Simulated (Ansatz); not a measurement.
Ti3SiC2 in space group P6_3/mmc (No. 194; Ti on 4f, Ti on 2a, Si on 2b, C on 4f) under volume change, PBE (plane waves, PAW; program Ansatz), shape and atoms relaxed at each volume.

```json
[
 {"V (Å³/atom)": "10.986", "E − E(relaxed) (meV/atom)": "66.1", "P (GPa)": "21.19"},
 {"V (Å³/atom)": "11.348", "E − E(relaxed) (meV/atom)": "27.8", "P (GPa)": "12.97"},
 {"V (Å³/atom)": "11.711", "E − E(relaxed) (meV/atom)": "(withheld)", "P (GPa)": "(withheld)"},
 {"V (Å³/atom)": "12.073", "E − E(relaxed) (meV/atom)": "0.0", "P (GPa)": "0.00"},
 {"V (Å³/atom)": "12.435", "E − E(relaxed) (meV/atom)": "(withheld)", "P (GPa)": "(withheld)"},
 {"V (Å³/atom)": "12.797", "E − E(relaxed) (meV/atom)": "22.4", "P (GPa)": "-9.42"},
 {"V (Å³/atom)": "13.159", "E − E(relaxed) (meV/atom)": "48.0", "P (GPa)": "-13.08"}
]
```

Problem. What belongs in the gaps?

Solution. 
- 12.435, E − E(relaxed) (meV/atom): 5.9
- 12.435, P (GPa): -5.08
- 11.711, E − E(relaxed) (meV/atom): 6.6
- 11.711, P (GPa): 5.97

Problem. What does a third-order Birch–Murnaghan fit give for V₀, B₀ and B′?

Solution. V₀ = 12.07 Å³/atom, B₀ = 183 GPa, B′ = 4.3.

The cell was relaxed with PBE under the symmetry of its start. No spin polarisation was allowed.

Potentials: the earlier of the program's two PAW sets.
